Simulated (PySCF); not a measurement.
Compound: cyclobutene, C4H6.
Bonds: C1–C2 (double), C2–C3, C3–C4, C1–C4. Hydrogens: H5 on C1; H6 on C2; H7, H8 on C3; H9, H10 on C4.

Linear response at PBE0/aug-cc-pVTZ (PySCF, frozen core in the response, non-relativistic). Isolated species at its PBE0-D3(BJ)/def2-TZVP geometry, gas phase.

Static isotropic polarisability: 47.07 au (6.97 Å³), principal values 37.9, 49.7, 53.6 au.

What is the polarisability at 1064 nm and at the sodium D line?

47.49 au at 1064 nm (+0.9 %), 48.49 au at 589.3 nm (+3.0 %). The rise at 589.3 nm is 3.38 times that at 1064 nm; a pure ω² law gives 3.26. The lowest singlet lies at 199 nm, shorter than both wavelengths.

What is the isotropic C6 coefficient between two such molecules, C6 = (3/π)∫α(iω)² dω?

904.4 au (Eh·bohr⁶) by a ten-point quadrature over imaginary frequencies, which is 540 eV·Å⁶ or 52.1 J·nm⁶/mol.

Which effective excitation energy ω̄ makes London's formula C6 = (3/4)α²ω̄ exact here?

ω̄ = 4·C6/(3α²) = 0.544 Eh = 14.8 eV. A one-pole form α(ω) = α/(1 − ω²/ω̄²) fitted to the 1064 nm value gives 12.4 eV.

What three-body coefficient follows from the one-pole estimate C9 = (3/4)·α·C6?

31900 au. This is an estimate from the two numbers above, not a computed integral.

How many electrons N does the Slater–Kirkwood formula C6 = (3/4)·√N·α^(3/2) need to give this C6?

N = (4·C6/3)²/α³ = 13.9; the species has 30 electrons in all.

How anisotropic is the static polarisability, by Δα² = ½[(α1 − α2)² + (α2 − α3)² + (α3 − α1)²]?

Δα = 14.1 au, or 0.30 of the isotropic value.

What molar refraction at the D line follows from R = (4π/3)·N_A·α′, with α′ the polarisability volume?

α′ = 7.19 Å³ gives R = 18.12 cm³/mol, for isolated, non-vibrating species.

What does −C6/R⁶ come to at R = 12 Å between centres?

-17 J/mol. This is the leading, orientation-averaged term; C8 and higher terms are left out.

What n − 1 at the D line would an ideal gas of it have at 273.15 K and 1 atm (2.6868 × 10¹⁹ cm⁻³), by n − 1 = 2π·N·α′?

12.13 × 10⁻⁴, a formal value whether or not that pressure can be reached.
